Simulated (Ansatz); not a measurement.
## SrTe: all-electron results

```
CELL_PARAMETERS angstrom
0.00000 3.35584 3.35584
3.35584 0.00000 3.35584
3.35584 3.35584 0.00000
ATOMIC_POSITIONS crystal
Sr 0.00000 0.00000 0.00000
Te 0.50000 0.50000 0.50000
```

Atom numbers follow the list: Sr1, Te2.

Conventional cell: a = 6.712 Å, b = 6.712 Å, c = 6.712 Å, α = 90.00°, β = 90.00°, γ = 90.00°. Sr (atom 1) is surrounded by 6 Te at 3.36 Å. Te (atom 2) is surrounded by 6 Sr at 3.36 Å.

The cell is the one relaxed in the Materials Project (mp-1958), not relaxed further here; entries there can be hypothetical.

Spin–orbit coupling is left out, though it moves levels of the heavy atoms by tenths of an eV or more.

Methods: DFT, PBE, all-electron LAPW, scalar-relativistic (Ansatz 0.2.0); DFT, PBE, PAW with Ansatz's default frozen-core files, scalar-relativistic (Ansatz 0.2.0).

For LAPW: a Γ-centred 7×7×7 k mesh, Fermi–Dirac smearing of 0.01 eV, basis error target 0.5 meV/atom, no spin polarisation. PAW takes a cutoff of 420 eV at this cell. The Ansatz runs share mesh, smearing and spin set-up. Values come from LAPW unless marked.

| Property | Result |
| --- | --- |
| Smallest direct gap on the path | 2.50 eV |
| Löwdin charges (with 0.24 e of the cell spilling out of the atomic basis, so their sizes and signs hang on that basis) | Sr1 1.53, Te2 -1.29 e |
| Bader charges (from the PAW run) | Sr1 +1.44, Te2 -1.44 e |
| Volume per atom | 37.79 Å³ |

Predict this quantity. Pressure at this cell.

0.10 GPa.

Give the computed value. Band gap.

1.78 eV, indirect from Γ to X (0.5, 0, 0.5).
